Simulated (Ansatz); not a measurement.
# Two Ansatz runs on H

The structure comes from a relaxation in the same program, started in the fcc type. Whether it is a known phase or the ground state wasn't checked. The listed cell was then made from it by scaling, straining or moving an atom.

First run: DFT, PBE, all-electron LAPW, scalar-relativistic (Ansatz 0.2.0).

Command: `ansatz run input.yaml --threads 1 --pin off --max-ram 2048MiB --backend cpu --events-out ev --progress --plain --runs-dir out` The run took 2.3 s on 1 thread of Arm Neoverse V2, with other jobs on the host, peak memory 0.19 GiB.

```yaml
crystal:
  lattice:
    - [0.0, 1.1264061985, 1.1264061985]
    - [1.1264061985, 0.0, 1.1264061985]
    - [1.1264061985, 1.1264061985, 0.0]
  atoms:
    - { symbol: H, position: [0.0, 0.0, 0.0] }
kpoints:
  mp_grid: { grid: [20, 20, 20] }
scf:
  occupations: { method: fermi_dirac, width: 0.05 }
hamiltonian:
  xc: pbe
  pseudopotentials: { kind: all_electron, lapw: { basis_error: 0.001 } }
output:
  forces: true
  stress: true
  eigenvalues: true
```

Result: converged; pressure 4.35 GPa; 5 SCF iterations.

The input is then changed:

```diff
@@ -7,10 +7,11 @@
     - { symbol: H, position: [0.0, 0.0, 0.0] }
 kpoints:
-  mp_grid: { grid: [20, 20, 20] }
+  mp_grid: { grid: [25, 25, 25] }
 scf:
   occupations: { method: fermi_dirac, width: 0.05 }
 hamiltonian:
-  xc: pbe
+  xc: revpbe
   pseudopotentials: { kind: all_electron, lapw: { basis_error: 0.001 } }
+  dispersion: d3bjatm
 output:
   forces: true
```

**Question.** What does the second run give?

**Answer.** It converged; pressure -14.75 GPa; 5 SCF iterations.

The results part of its log:

```
SCF 1 converged in 5 iterations: F = -15.009732 eV  dr2 = 1.15e-13
SCF converged after 5 iterations
Free energy (F): -15.009732 eV
Harris-Foulkes:  -15.009732 eV  (|F-HF|=2.93e-10)
Internal energy: -15.008920 eV  (E = F + TS)
E sigma→0 (E₀):  -15.009326 eV
Entropy (-TS):   -0.000812 eV (-0.812 meV/atom)
Fermi energy:    4.058149 eV
--- Per-component energies (eV) ---
  E_band       = -2.498354
  E_kinetic    = 14.171291
  E_xc         = -9.184845
  E_electrostatic = -19.628866  (all electrons and nuclei)
  E_disp       = -0.366500  (pairwise vdW)
  E_smearing   = -0.000812  (= −TS)
  E_closure    = 0.000000  (closes the sum)
  E_atoms      = -12.647158  (free atoms, spherical and without spin; not in F)
  Σ components = -15.009732   (vs F -15.009732, Δ=0.00e0)
  Basis errors (estimates in eV, not in F): energy 1.1e-4 per atom: plane waves 1.1e-4 (5.6e-5 summed), levels above the bands 0.0e0, relativity 3.4e-11, radial functions 1.6e-7, core shells 0.0e0; eigenvalues (radial functions only) 2.7e-3; not estimated: angular momenta, meshes, grids; target (lapw.basis_error) 1.0e-3; muffin-tin radii H 0.796 Å
--- Forces (eV/Å), atoms counted from 1 ---
  atom   1  H      0.00000000     0.00000000    -0.00000000
  max |Σ_I F_I| component: 1.44e-32 eV/Å
--- Stress (GPa, compression-positive) ---
      -14.752193       0.000000      -0.000000
        0.000000     -14.752193       0.000000
       -0.000000       0.000000     -14.752193
  P = ⅓ Tr σ = -14.7522 GPa (-147.522 kbar)
--- Band table (eV; the first three rows and the last of 455) ---
  k-point 0: bands = ["-12.8292", "60.9646", "76.4659", "76.4659", "76.4659"]
  k-point 1: bands = ["-12.6910", "60.0374", "73.3524", "75.4483", "75.4483"]
  k-point 2: bands = ["-12.2766", "57.2881", "69.4779", "73.7870", "73.7870"]
  k-point 454: bands = ["14.0232", "26.4977", "28.3979", "30.1292", "79.5887"]
```
